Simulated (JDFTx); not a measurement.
## SiC (Moissanite): band structure with PBEsol

Crystal: SiC (Moissanite).

```
Si C
1.0
     3.07600    0.00000    0.00000
    -1.53800    2.66389    0.00000
     0.00000    0.00000    5.04800
Si C
2 2
Direct
  0.66667 0.33333 0.50000
  0.33333 0.66667 0.00000
  0.66667 0.33333 0.88500
  0.33333 0.66667 0.38500
```

| Property | Result |
| --- | --- |
| Program | JDFTx 1.7.0 (patched build) |
| Task | band structure |
| Functional | PBEsol |
| Potentials or basis | PseudoDojo-SR-PBEsol-0.4.1-standard |
| Cutoff | 1116 eV |
| Density cutoff | 8925 eV |
| k mesh | 10 × 10 × 5 |
| Occupations | fermi-dirac, width 0.05 eV |
| Spin | no spin polarisation |
| Band ratio of the Davidson solver | 1.3 |
| Bands | 14 |
| Density cutoff over wavefunction cutoff | 8 |
| Max SCF steps | 30 |
| SCF threshold on the energy | 1e-06 Ha |
| Solver of the electrons | minimize |
| Further solve for the empty bands | no |
| Start | density of an earlier self-consistent run, held fixed |
| Path | G-M-K-G-A-L-H-A-L-M-K-H |

```yaml
Band_gap_along_the_path: 2.17 eV, indirect (least direct gap 3.96 eV)
```

Levels at the corners of the path, in eV from the valence-band top:
```
point  band 5  band 6  band 7  band 8  band 9  band 10
    Γ   -1.56   -0.27   -0.27    0.00    4.56     5.96
    M   -5.48   -3.57   -3.32   -1.49    2.47     4.10
    K   -6.51   -4.16   -4.08   -4.08    2.17     7.87
    Γ   -1.56   -0.27   -0.27    0.00    4.56     5.96
    A   -0.97   -0.97   -0.97   -0.97    5.64     5.64
    L   -2.71   -2.71   -2.36   -2.36    3.06     3.06
    H   -5.93   -5.93   -1.76   -1.76    4.74     4.74
    A   -0.97   -0.97   -0.97   -0.97    5.64     5.64
    L   -2.71   -2.71   -2.36   -2.36    3.06     3.06
    M   -5.48   -3.57   -3.32   -1.49    2.47     4.10
    K   -6.51   -4.16   -4.08   -4.08    2.17     7.87
    H   -5.93   -5.93   -1.76   -1.76    4.74     4.74
```

Wall time 31 s on 1 thread of Arm Neoverse V2, on a shared host, peak memory 0.11 GiB.
